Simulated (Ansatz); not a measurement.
RbBr (rocksalt), relaxed with r2SCAN: 7 runs in the plane-wave code Ansatz, each a construction of maximally localised Wannier functions. Space group Fm-3m (No. 225), cubic; conventional cell a = 6.922 Å, 41.45 Å³ an atom. Rb is surrounded by 6 Br at 3.46 Å; Br is surrounded by 6 Rb at 3.46 Å. Calculated for a static, non-magnetic cell.

```
Rb Br
1.0
     0.00000    3.46083    3.46083
     3.46083    0.00000    3.46083
     3.46083    3.46083    0.00000
Rb Br
1 1
Direct
  0.00000 0.00000 0.00000
  0.50000 0.50000 0.50000
```

Windows count from the top of the filled bands; a dash means that no such window was set (without an outer window there is no disentanglement). Rows marked drawn have settings drawn at random (some not listed).

```json
{"functional": "PBE", "SCF mesh": "6×6×6", "trial orbitals": "Br s, Br p", "functions": "4", "mesh": "4×4×4", "window (eV)": "–", "frozen (eV)": "–", "settings": "drawn", "Ω total (Å²)": "5.71", "Ω invariant (Å²)": "4.86", "largest spread (Å²)": "1.43", "least projectability": "0.95", "interpolation miss of the model's filled bands (eV, to the nearest computed level)": "0.014"}
{"functional": "PBE", "SCF mesh": "6×6×6", "trial orbitals": "Br s, Br p", "functions": "4", "mesh": "6×6×6", "window (eV)": "–", "frozen (eV)": "–", "settings": "chosen", "Ω total (Å²)": "5.90", "Ω invariant (Å²)": "5.05", "largest spread (Å²)": "1.48", "least projectability": "0.95", "interpolation miss of the model's filled bands (eV, to the nearest computed level)": "0.002"}
{"functional": "PBE", "SCF mesh": "6×6×6", "trial orbitals": "Br p", "functions": "3", "mesh": "4×4×4", "window (eV)": "–", "frozen (eV)": "–", "settings": "chosen", "Ω total (Å²)": "5.45", "Ω invariant (Å²)": "5.43", "largest spread (Å²)": "1.82", "least projectability": "0.98", "interpolation miss of the model's filled bands (eV, to the nearest computed level)": "0.015"}
{"functional": "r2SCAN", "SCF mesh": "6×6×6", "trial orbitals": "Br s, Br p", "functions": "4", "mesh": "4×4×4", "window (eV)": "–", "frozen (eV)": "–", "settings": "chosen", "Ω total (Å²)": "5.59", "Ω invariant (Å²)": "4.73", "largest spread (Å²)": "1.40", "least projectability": "0.95", "interpolation miss of the model's filled bands (eV, to the nearest computed level)": "0.011"}
{"functional": "r2SCAN", "SCF mesh": "6×6×6", "trial orbitals": "Br p", "functions": "3", "mesh": "4×4×4", "window (eV)": "–", "frozen (eV)": "–", "settings": "chosen", "Ω total (Å²)": "5.34", "Ω invariant (Å²)": "5.32", "largest spread (Å²)": "1.78", "least projectability": "0.98", "interpolation miss of the model's filled bands (eV, to the nearest computed level)": "0.012"}
{"functional": "HSE06", "SCF mesh": "4×4×4", "trial orbitals": "Br s, Br p", "functions": "4", "mesh": "4×4×4", "window (eV)": "–", "frozen (eV)": "–", "settings": "chosen", "Ω total (Å²)": "5.58", "Ω invariant (Å²)": "4.72", "largest spread (Å²)": "1.39", "least projectability": "0.95", "interpolation miss of the model's filled bands (eV, to the nearest computed level)": "–"}
{"functional": "PBE", "SCF mesh": "6×6×6", "trial orbitals": "Br s, Br p", "functions": "4", "mesh": "3×3×3", "window (eV)": "–", "frozen (eV)": "–", "settings": "drawn", "Ω total (Å²)": "5.45", "Ω invariant (Å²)": "4.62", "largest spread (Å²)": "1.36", "least projectability": "0.96", "interpolation miss of the model's filled bands (eV, to the nearest computed level)": "0.052"}
```

A dash in the last column means that the miss wasn't evaluated.

The runs are scalar-relativistic, without spin-orbit coupling.
